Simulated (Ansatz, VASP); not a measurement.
# AlN in VASP and in Ansatz

```
CELL_PARAMETERS angstrom
-0.05656 2.09690 2.09690
2.09690 -0.05656 2.09690
2.09690 2.09690 -0.05656
ATOMIC_POSITIONS crystal
Al 0.50000 0.50000 0.50000
N 0.00000 0.00000 0.00000
```

Alike in both runs: task single point; functional PBEsol; k mesh 10 × 10 × 10; occupations gaussian, width 0.05 eV; no spin polarisation.

|  | VASP | Ansatz |
| --- | --- | --- |
| version | VASP 6.6.1 | Ansatz 0.2.0 |
| potentials or method | VASP PAW PBE potentials, release 64 (Al, N) | scalar-relativistic, plane waves, PAW |
| plane-wave cutoff (eV) | 520 | 520 |
| valence electrons in the cell | 8 | 8 |

```csv
,VASP,Ansatz,Ansatz less VASP
gap on the k mesh at the Fermi level (eV),2.83,2.83,+0.001
least direct gap on the mesh (eV),3.31,3.30,-0.011
```

The functional is the same, so the differences come from potentials, cutoffs and numerics. Ansatz warned: «pseudo_functional_mismatch».

 A k mesh can miss the band edges.
